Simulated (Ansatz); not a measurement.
# HfN (Fm-3m) in Ansatz: further runs

The runs below take HfN through relaxation of cell and atoms, single point, with revPBE, PBE.

All numbers are computed with Ansatz 0.2.0; they aren't measurements. Logs are shortened: lines on timing, memory, paths and dates and some standing lists are left out, and cuts for length are marked.

## 1. The structure

The structure is cubic, space group Fm-3m (No. 225). The conventional cell has a = 4.512 Å, b = 4.512 Å, c = 4.512 Å, α = 90.00°, β = 90.00°, γ = 90.00°. Hf (site symmetry m-3m) has 6 N at 2.26 Å as nearest neighbours. N (site symmetry m-3m) is surrounded by 6 Hf at 2.26 Å.

## 2. Relaxation of cell and atoms, revPBE

input.yaml reads:

```yaml
crystal:
  lattice:
    - [0.0, 2.256, 2.256]
    - [2.256, 0.0, 2.256]
    - [2.256, 2.256, 0.0]
  atoms:
    - { symbol: Hf, position: [0.0, 0.0, 0.0] }
    - { symbol: "N", position: [0.5, 0.5, 0.5] }
kpoints:
  mp_grid: { grid: [10, 10, 10] }
scf:
  occupations: { method: fermi_dirac, width: 0.05 }
hamiltonian:
  xc: revpbe
  pseudopotentials: { kind: all_electron, lapw: { basis_error: 0.001 } }
output:
  forces: true
  stress: true
relax:
  f_tol: 0.005
  max_steps: 60
  cell: {}
```

Potentials or basis: all-electron LAPW, scalar-relativistic.

The run is started by

```sh
> ansatz run input.yaml --threads 1 --pin off --max-ram 3072MiB --backend cpu --events-out ev --progress --plain --runs-dir out
```

Log:

```text
Warning: RAYON_NUM_THREADS=1 ignored (pool sized by the plan → 1); use --threads N
The last accepted step is kept in <dir> (removed where the run ends without a failure and the disk answers)
LAPW: plane waves up to 9.826 Å⁻¹, error target 1.0e-3 eV per atom; small_component_spin mean_spin; N in spheres of 0.920 Å, 7 of its electrons in bands, Dirac shells []; Hf in spheres of 1.268 Å, 42 of its electrons in bands, Dirac shells [] (how accurate: hamiltonian.pseudopotentials.lapw.basis_error, Limitations)
Engine: ansatz 0.2.0, aarch64-unknown-linux-gnu
Pseudopotentials: kind: all_electron
Pseudopotential: Hf, LAPW, valence charge 42, lapw/all_electron/scalar/gaussian/Hf, Koelling and Harmon's equation, gaussian nucleus
Pseudopotential: N, LAPW, valence charge 7, lapw/all_electron/scalar/gaussian/N, Koelling and Harmon's equation, gaussian nucleus
Functional definition: revPBE
  parameter kappa = 1.245
  parameter beta = 0.06672455060314922
  exchange = pbe_x(kappa = kappa, mu = beta*pi^2/3)
  correlation = pbe_c(beta = beta)
Crystal: 2 atoms, lattice volume = 22.964 Å³
Basis set: ecut = 367.8271957935179 eV, 339 PW (Γ), exchange–correlation at level 2
Bands: 30, of which v1, the nominal top of the filled ones, is band 25 counted from 1 (24 counted from 0)
Symmetry: 48 space group operations
Space group: Fm-3m (ITA 225), of the structure as read, at distance tolerance 2.8e-5 Å
k-points: 47 of 1000
Non-local potential: Hf, projectors of the file, none
Non-local potential: N, projectors of the file, none
Initial density: superposition of atomic densities (chi_scale 0.1, normalization cell, long waves kept (reshape's long-wave potential 0.00 eV rms))
Initial wavefunctions: plane waves of lowest kinetic energy (no species holds an atomic orbital)
Functional: x = revpbe(κ = 1.245, μ = 0.2195149727645171), c = pbe(β = 0.06672455060314922)
iter 1 solved again at ethr=9.94e-3 eV; its pass at ethr=1.00e-1 eV (dr2=4.87e0 eV) is discarded
SCF iter   1: F=—  HF=-411755.417699 eV  |F-HF|=—  |Δ(HF+E_count)|=         —  Δρ=1.28e-1  dr2=4.87e0  ethr=9.94e-3  ⟨swp⟩=2.0  Hψ=8771  notcnv=0
preconditioner: auto → none  [insulator: Δε(μ)=0.179 eV  Ē_g=19.258 eV  σ=0.050 eV  W_gap=0.63  n_scr=14 (ndim 8)  ℏωp=41.7 eV  f_vac=0.000  D(μ)=0.35/eV (n_scr^D=0)  ε∞_Penn≈5.7]
SCF iter   2: F=—  HF=-411754.477233 eV  |F-HF|=—  |Δ(HF+E_count)|=   9.40e-1  Δρ=7.87e-2  dr2=1.56e0  ethr=9.94e-3  ⟨swp⟩=3.0  Hψ=4220  notcnv=0
iter 3 solved again at ethr=1.24e-4 eV; its pass at ethr=3.18e-3 eV (dr2=6.09e-2 eV) is discarded
SCF iter   3: F=—  HF=-411753.508537 eV  |F-HF|=—  |Δ(HF+E_count)|=   9.69e-1  Δρ=1.50e-2  dr2=6.10e-2  ethr=1.24e-4  ⟨swp⟩=2.0  Hψ=7310  notcnv=0
SCF iter   4: F=—  HF=-411753.509027 eV  |F-HF|=—  |Δ(HF+E_count)|=         —  Δρ=1.67e-3  dr2=4.13e-4  ethr=1.24e-4  ⟨swp⟩=2.0  Hψ=4386  notcnv=0
the basis was enlarged: its passes take 334.8 KiB over the memory plan, 1 of 1 planned eigensolver slots
SCF iter   5: F=—  HF=-411753.500612 eV  |F-HF|=—  |Δ(HF+E_count)|=   8.42e-3  Δρ=3.21e-3  dr2=3.22e-3  ethr=8.42e-7  ⟨swp⟩=3.0  Hψ=4672  notcnv=0
SCF iter   6: F=—  HF=-411753.499326 eV  |F-HF|=—  |Δ(HF+E_count)|=   1.29e-3  Δρ=2.93e-4  dr2=2.23e-5  ethr=8.42e-7  ⟨swp⟩=3.0  Hψ=4372  notcnv=0
SCF iter   7: F=—  HF=-411753.499329 eV  |F-HF|=—  |Δ(HF+E_count)|=   3.18e-6  Δρ=3.55e-5  dr2=9.31e-8  ethr=4.55e-8  ⟨swp⟩=2.0  Hψ=4207  notcnv=0
SCF iter   8: F=-411753.499329 eV  HF=-411753.499329 eV  |F-HF|=3.26e-9  |Δ(HF+E_count)|=   3.34e-7  Δρ=3.73e-6  dr2=1.07e-9  ethr=1.90e-10  ⟨swp⟩=3.0  Hψ=4434  notcnv=0
SCF 1 converged in 8 iterations: F = -411753.499329 eV  dr2 = 1.07e-9
relax step   1: F+E_penalty+E_count = -411753.49932912 eV  Δ(F+E_penalty+E_count) = +0.000e0 eV  max|allowed force component| = 5.259e-31 eV/Å  Δτ_max = 0.0000 Å  P = +10.032 GPa  Ω = 22.964 Å³  (8 SCF iters, accepted)
Crystal: 2 atoms, lattice volume = 24.224 Å³
Basis set: ecut = 354.95770732407897 eV, 339 PW (Γ), exchange–correlation at level 2
Initial density: handed on by an earlier stage of this run
Initial wavefunctions: those handed on with the density
iter 1 solved again at ethr=9.10e-7 eV; its pass at ethr=1.00e-1 eV (dr2=4.46e-4 eV) is discarded
SCF iter   1: F=—  HF=-411753.520632 eV  |F-HF|=—  |Δ(HF+E_count)|=         —  Δρ=1.50e-3  dr2=4.51e-4  ethr=9.10e-7  ⟨swp⟩=3.5  Hψ=7591  notcnv=0
preconditioner: auto → Kerker (q_TF=auto, 3.068 Å⁻¹)  [metal: Δε(μ)=0.067 eV  Ē_g=19.620 eV  σ=0.050 eV  W_gap=0.32  n_scr=14 (ndim 8)  ℏωp=40.6 eV  f_vac=0.000  D(μ)=0.85/eV (n_scr^D=8)]
SCF iter   2: F=—  HF=-411753.520239 eV  |F-HF|=—  |Δ(HF+E_count)|=   3.93e-4  Δρ=1.03e-3  dr2=3.11e-4  ethr=9.10e-7  ⟨swp⟩=2.4  Hψ=4241  notcnv=0
SCF iter   3: F=—  HF=-411753.520128 eV  |F-HF|=—  |Δ(HF+E_count)|=   1.11e-4  Δρ=5.62e-4  dr2=8.61e-5  ethr=6.35e-7  ⟨swp⟩=2.0  Hψ=4218  notcnv=0
SCF iter   4: F=—  HF=-411753.520108 eV  |F-HF|=—  |Δ(HF+E_count)|=   1.99e-5  Δρ=3.49e-4  dr2=3.94e-5  ethr=1.76e-7  ⟨swp⟩=2.0  Hψ=4212  notcnv=0
SCF iter   5: F=—  HF=-411753.520111 eV  |F-HF|=—  |Δ(HF+E_count)|=   2.98e-6  Δρ=1.74e-4  dr2=1.05e-5  ethr=8.04e-8  ⟨swp⟩=2.0  Hψ=4212  notcnv=0
iter 6 solved again at ethr=7.24e-10 eV; its pass at ethr=2.13e-8 eV (dr2=3.55e-7 eV) is discarded
SCF iter   6: F=—  HF=-411753.520108 eV  |F-HF|=—  |Δ(HF+E_count)|=   3.56e-6  Δρ=4.53e-5  dr2=3.54e-7  ethr=7.24e-10  ⟨swp⟩=2.0  Hψ=7071  notcnv=0
SCF iter   7: F=-411753.520108 eV  HF=-411753.520108 eV  |F-HF|=1.09e-8  |Δ(HF+E_count)|=   7.13e-8  Δρ=1.41e-5  dr2=2.96e-8  ethr=7.23e-10  ⟨swp⟩=2.0  Hψ=4212  notcnv=0
SCF 2 converged in 7 iterations: F = -411753.520108 eV  dr2 = 2.96e-8
relax step   2: F+E_penalty+E_count = -411753.52010779 eV  Δ(F+E_penalty+E_count) = -2.078e-2 eV  max|allowed force component| = 4.273e-31 eV/Å  Δτ_max = 0.0000 Å  P = -4.091 GPa  Ω = 24.224 Å³  (7 SCF iters, accepted)
Crystal: 2 atoms, lattice volume = 23.845 Å³
Basis set: ecut = 358.7093932109223 eV, 339 PW (Γ), exchange–correlation at level 2
iter 1 solved again at ethr=5.50e-8 eV; its pass at ethr=1.00e-1 eV (dr2=2.70e-5 eV) is discarded
SCF iter   1: F=—  HF=-411753.525350 eV  |F-HF|=—  |Δ(HF+E_count)|=         —  Δρ=4.52e-4  dr2=4.10e-5  ethr=5.50e-8  ⟨swp⟩=4.1  Hψ=7653  notcnv=0
preconditioner: auto → Kerker (q_TF=auto, 3.076 Å⁻¹)  [metal: Δε(μ)=0.064 eV  Ē_g=19.711 eV  σ=0.050 eV  W_gap=0.30  n_scr=14 (ndim 8)  ℏωp=41.0 eV  f_vac=0.000  D(μ)=0.84/eV (n_scr^D=8)]
SCF iter   2: F=—  HF=-411753.525315 eV  |F-HF|=—  |Δ(HF+E_count)|=   3.50e-5  Δρ=3.12e-4  dr2=2.76e-5  ethr=5.50e-8  ⟨swp⟩=2.6  Hψ=4261  notcnv=0
SCF iter   3: F=—  HF=-411753.525307 eV  |F-HF|=—  |Δ(HF+E_count)|=   8.14e-6  Δρ=1.58e-4  dr2=6.37e-6  ethr=5.50e-8  ⟨swp⟩=2.0  Hψ=4218  notcnv=0
SCF iter   4: F=—  HF=-411753.525305 eV  |F-HF|=—  |Δ(HF+E_count)|=   2.15e-6  Δρ=1.08e-4  dr2=3.70e-6  ethr=1.30e-8  ⟨swp⟩=2.0  Hψ=4212  notcnv=0
SCF iter   5: F=—  HF=-411753.525305 eV  |F-HF|=—  |Δ(HF+E_count)|=   4.50e-7  Δρ=5.08e-5  dr2=8.74e-7  ethr=7.55e-9  ⟨swp⟩=2.0  Hψ=4212  notcnv=0
iter 6 solved again at ethr=7.42e-11 eV; its pass at ethr=1.78e-9 eV (dr2=3.63e-8 eV) is discarded
SCF iter   6: F=-411753.525305 eV  HF=-411753.525305 eV  |F-HF|=4.66e-9  |Δ(HF+E_count)|=   3.78e-7  Δρ=1.42e-5  dr2=3.63e-8  ethr=7.42e-11  ⟨swp⟩=2.0  Hψ=7071  notcnv=0
SCF 3 converged in 6 iterations: F = -411753.525305 eV  dr2 = 3.63e-8
relax step   3: F+E_penalty+E_count = -411753.52530460 eV  Δ(F+E_penalty+E_count) = -5.197e-3 eV  max|allowed force component| = 4.602e-31 eV/Å  Δτ_max = 0.0000 Å  P = -0.250 GPa  Ω = 23.845 Å³  (6 SCF iters, accepted)
Crystal: 2 atoms, lattice volume = 23.822 Å³
Basis set: ecut = 358.9457351900851 eV, 339 PW (Γ), exchange–correlation at level 2
iter 1 solved again at ethr=2.30e-10 eV; its pass at ethr=1.00e-1 eV (dr2=1.13e-7 eV) is discarded
SCF iter   1: F=—  HF=-411753.525322 eV  |F-HF|=—  |Δ(HF+E_count)|=         —  Δρ=2.95e-5  dr2=1.89e-7  ethr=2.30e-10  ⟨swp⟩=4.9  Hψ=7689  notcnv=0
preconditioner: auto → Kerker (q_TF=auto, 3.077 Å⁻¹)  [metal: Δε(μ)=0.064 eV  Ē_g=19.714 eV  σ=0.050 eV  W_gap=0.30  n_scr=14 (ndim 8)  ℏωp=41.0 eV  f_vac=0.000  D(μ)=0.84/eV (n_scr^D=8)]
SCF iter   2: F=—  HF=-411753.525323 eV  |F-HF|=—  |Δ(HF+E_count)|=   1.33e-6  Δρ=1.99e-5  dr2=1.12e-7  ethr=2.30e-10  ⟨swp⟩=3.0  Hψ=4338  notcnv=0
SCF iter   3: F=-411753.525323 eV  HF=-411753.525323 eV  |F-HF|=2.10e-8  |Δ(HF+E_count)|=   4.14e-8  Δρ=1.08e-5  dr2=3.14e-8  ethr=2.28e-10  ⟨swp⟩=2.0  Hψ=4218  notcnv=0
SCF 4 converged in 3 iterations: F = -411753.525323 eV  dr2 = 3.14e-8
relax step   4: F+E_penalty+E_count = -411753.52532298 eV  Δ(F+E_penalty+E_count) = -1.839e-5 eV  max|allowed force component| = 5.588e-31 eV/Å  Δτ_max = 0.0000 Å  P = -0.002 GPa  Ω = 23.822 Å³  (3 SCF iters, accepted)
iter 1 solved again at ethr=4.76e-11 eV; its pass at ethr=1.00e-1 eV (dr2=2.33e-8 eV) is discarded
SCF iter   1: F=—  HF=-411753.525323 eV  |F-HF|=—  |Δ(HF+E_count)|=         —  Δρ=1.01e-5  dr2=2.34e-8  ethr=4.76e-11  ⟨swp⟩=3.1  Hψ=7098  notcnv=0
SCF iter   2: F=-411753.525325 eV  HF=-411753.525325 eV  |F-HF|=1.22e-8  |Δ(HF+E_count)|=   1.49e-6  Δρ=7.87e-6  dr2=1.71e-8  ethr=4.76e-11  ⟨swp⟩=3.0  Hψ=4604  notcnv=0
SCF 5 converged in 2 iterations: F = -411753.525325 eV  dr2 = 1.71e-8
relax step   5: F+E_penalty+E_count = -411753.52532477 eV  Δ(F+E_penalty+E_count) = -1.782e-6 eV  max|allowed force component| = 9.532e-31 eV/Å  Δτ_max = 0.0000 Å  P = -0.000 GPa  Ω = 23.822 Å³  stress off target by 4.81e-4 GPa  SCF on the basis re-selected at this cell (its energy is not comparable with the rows above)  (2 SCF iters)
basis re-selected at this cell: Δ(F+E_penalty+E_count) = -1.782e-6 eV, ΔP = +0.001 GPa vs the last step (what re-selecting the basis moved, after the strain that the cell walked since its last selection, with what the two solves' SCF thresholds leave and, on support functions, any second-order correction that the steps lacked; it is no measure of the basis error at this ecutwfc). This SCF's stress stands 4.81e-4 GPa from its target on what of the cell is left free (relax.cell.stress_tol is 5.00e-2 GPa) and its largest allowed force component is 9.53e-31 eV/Å (relax.f_tol is 5.00e-3 eV/Å): within both
SCF converged after 2 iterations
Free energy (F): -411753.525325 eV
Harris-Foulkes:  -411753.525325 eV  (|F-HF|=1.22e-8)
Internal energy: -411753.518689 eV  (E = F + TS)
E sigma→0 (E₀):  -411753.522007 eV
Entropy (-TS):   -0.006635 eV (-3.318 meV/atom)
Fermi energy:    23.588770 eV
--- Per-component energies (eV) ---
  E_band       = -4432.588495
  E_kinetic    = 457983.145903
  E_xc         = -8614.700095
  E_electrostatic = -861121.964498  (all electrons and nuclei)
  E_smearing   = -0.006635  (= −TS)
  E_closure    = 0.000000  (closes the sum)
  E_atoms      = -411735.294409  (free atoms, spherical and without spin; not in F)
  Σ components = -411753.525325   (vs F -411753.525325, Δ=0.00e0)
  Basis errors (estimates in eV, not in F): energy 3.4e-4 per atom: plane waves 3.0e-4 (1.7e-4 summed), levels above the bands 1.1e-20, relativity 6.8e-8, radial functions 3.6e-5, core shells 7.5e-7; eigenvalues (radial functions only) 3.0e-6; not estimated: angular momenta, meshes, grids; target (lapw.basis_error) 1.0e-3; muffin-tin radii N 0.931 Å, Hf 1.284 Å
--- Forces (eV/Å), atoms counted from 1 ---
  atom   1  Hf     0.00000000    -0.00000000    -0.00000000
  atom   2  N      0.00000000    -0.00000000     0.00000000
  max |Σ_I F_I| component: 2.37e-30 eV/Å
--- Stress (GPa, compression-positive) ---
       -0.000481      -0.000000      -0.000000
       -0.000000      -0.000481      -0.000000
       -0.000000      -0.000000      -0.000481
  P = ⅓ Tr σ = -0.0005 GPa (-0.005 kbar)
--- Relaxed structure (4 steps of the walk, 4 accepted, 1 SCFs on fresh bases) ---
  F+E_penalty+E_count = -411753.52532477 eV   max|allowed force component| = 9.532e-31 eV/Å   (the final SCF, on the basis selected at the relaxed cell)
  cell:  # Å, volume = 23.8215 Å³
    - [7.11759780804586e-34, 2.283739768232501, 2.283739768232501]
    - [2.283739768232501, 1.0174821028593547e-33, 2.283739768232501]
    - [2.283739768232501, 2.283739768232501, 1.2228892878949416e-33]
  atoms:
    - { symbol: Hf, position: [4.8909457622867295e-36, -3.557051463481221e-36, -4.44631432935161e-36] }
    - { symbol: N, position: [0.5, 0.5, 0.5] }
```

It took 45 s on 1 thread of Arm Neoverse V1, shared host; peak memory 0.35 GiB.

Results:

- Free energy: -411753.5253 eV
- Relaxed volume: 11.91 Å³/atom
- Relaxed cell: a = 3.230 Å, b = 3.230 Å, c = 3.230 Å, α = 60.00°, β = 60.00°, γ = 60.00°
- Space group after relaxing (to 0.05 Å): Fm-3m (No. 225)
- Energy gained by relaxing: 13.0 meV/atom
- Ionic steps: 5
- Pressure after relaxing: 0.0 GPa

Step by step:
```
step  energy change (eV)  largest force (eV/Å)  volume (Å³)
   1              0.0000                0.0000        22.96
   2             -0.0208                0.0000        24.22
   3             -0.0260                0.0000        23.85
   4             -0.0260                0.0000        23.82
   5             -0.0260                0.0000        23.82
```

Final structure:
```
CELL_PARAMETERS angstrom
0.00000 2.28374 2.28374
2.28374 0.00000 2.28374
2.28374 2.28374 0.00000
ATOMIC_POSITIONS crystal
Hf 0.00000 0.00000 0.00000
N 0.50000 0.50000 0.50000
```

## 3. Single point, PBE

input.yaml, as its differences from that of step 2:

```diff
@@ -11,5 +11,5 @@
 scf:
-  occupations: { method: fermi_dirac, width: 0.05 }
+  occupations: { method: gaussian, width: 0.021 }
 hamiltonian:
-  xc: revpbe
+  xc: pbe
   pseudopotentials: { kind: all_electron, lapw: { basis_error: 0.001 } }
@@ -18,5 +18,2 @@
   stress: true
-relax:
-  f_tol: 0.005
-  max_steps: 60
-  cell: {}
+  eigenvalues: true
```

Potentials or basis: all-electron LAPW, scalar-relativistic.

The run is started by

```sh
> ansatz run input.yaml --threads 1 --pin off --max-ram 3072MiB --backend cpu --events-out ev --progress --plain --runs-dir out
```

Log:

```text
Warning: RAYON_NUM_THREADS=1 ignored (pool sized by the plan → 1); use --threads N
LAPW: plane waves up to 9.495 Å⁻¹, error target 1.0e-3 eV per atom; small_component_spin mean_spin; N in spheres of 0.953 Å, 7 of its electrons in bands, Dirac shells []; Hf in spheres of 1.303 Å, 42 of its electrons in bands, Dirac shells [] (how accurate: hamiltonian.pseudopotentials.lapw.basis_error, Limitations)
Engine: ansatz 0.2.0, x86_64-unknown-linux-gnu
[... 3 set-up lines as earlier in the session ...]
Functional definition: PBE
  parameter kappa = 0.804
[... 3 set-up lines as earlier in the session ...]
Crystal: 2 atoms, lattice volume = 22.964 Å³
Basis set: ecut = 343.52304700319854 eV, 331 PW (Γ), exchange–correlation at level 2
Bands: 30, of which v1, the nominal top of the filled ones, is band 25 counted from 1 (24 counted from 0)
[... 2 set-up lines as earlier in the session ...]
k-points: 47 of 1000
[... 27 lines left out ...]
  E_kinetic    = 457970.529084
  E_xc         = -8605.577160
  E_electrostatic = -861108.633814  (all electrons and nuclei)
  E_smearing   = -0.000101  (= −TS)
  E_closure    = 0.000000  (closes the sum)
  E_atoms      = -411724.663545  (free atoms, spherical and without spin; not in F)
  Σ components = -411743.681991   (vs F -411743.681991, Δ=0.00e0)
  Basis errors (estimates in eV, not in F): energy 3.3e-4 per atom: plane waves 2.9e-4 (1.6e-4 summed), levels above the bands 0.0e0, relativity 6.7e-8, radial functions 3.9e-5, core shells 4.9e-7; eigenvalues (radial functions only) 5.6e-6; not estimated: angular momenta, meshes, grids; target (lapw.basis_error) 1.0e-3; muffin-tin radii N 0.953 Å, Hf 1.303 Å
--- Forces (eV/Å), atoms counted from 1 ---
  atom   1  Hf    -0.00000000     0.00000000    -0.00000000
  atom   2  N      0.00000000    -0.00000000    -0.00000000
  max |Σ_I F_I| component: 2.17e-30 eV/Å
--- Stress (GPa, compression-positive) ---
        6.657632       0.000000       0.000000
        0.000000       6.657632      -0.000000
        0.000000      -0.000000       6.657632
  P = ⅓ Tr σ = 6.6576 GPa (66.576 kbar)
--- Band table (eV; the first three rows and the last of 47) ---
  k-point 0: bands = ["-353.4346", "-349.8406", "-349.8406", "-349.8406", "-177.7083", "-177.7083", "-177.7056", "-177.7056", "-177.7056", "-38.3779", "-6.7793", "-6.7793", "-6.7793", "6.7913", "11.6789", "11.6789", "11.6789", "11.7119", "11.8131", "11.8131", "11.8131", "21.3954", "21.3954", "21.3954", "23.9755", "23.9755", "23.9755", "26.1417", "26.3064", "26.3064"]
  k-point 1: bands = ["-353.4346", "-349.8406", "-349.8406", "-349.8406", "-177.7083", "-177.7083", "-177.7056", "-177.7056", "-177.7056", "-38.3719", "-6.8815", "-6.7878", "-6.7878", "7.0156", "11.6815", "11.6874", "11.6874", "11.7170", "11.8060", "11.8060", "11.8134", "20.4636", "20.8327", "20.8327", "24.2202", "24.3081", "24.3081", "26.8413", "27.0505", "27.0505"]
  k-point 2: bands = ["-353.4346", "-349.8406", "-349.8406", "-349.8406", "-177.7083", "-177.7083", "-177.7056", "-177.7056", "-177.7056", "-38.3564", "-7.1386", "-6.8099", "-6.8099", "7.6131", "11.6965", "11.7104", "11.7104", "11.7317", "11.7885", "11.7885", "11.8142", "18.7821", "19.8062", "19.8062", "24.6237", "25.1321", "25.1321", "28.2856", "28.7214", "28.7214"]
  k-point 46: bands = ["-353.4346", "-349.8406", "-349.8406", "-349.8406", "-177.7083", "-177.7083", "-177.7056", "-177.7056", "-177.7056", "-38.2949", "-7.4193", "-7.2672", "-7.1278", "8.3862", "11.7306", "11.7397", "11.7441", "11.7659", "11.7678", "11.7906", "11.8240", "18.3921", "18.8012", "18.9589", "24.3167", "26.6652", "29.7578", "29.9034", "30.6589", "34.3362"]
```

Run time: 4.4 s. Hardware: 1 thread of AMD EPYC 9R45 (Zen 5), shared host; peak memory 0.39 GiB.

Results:

```
Free energy            : -411743.6820 eV
Pressure               : 6.7 GPa
Band gap on the k mesh : none (metal or under the smearing width)
```
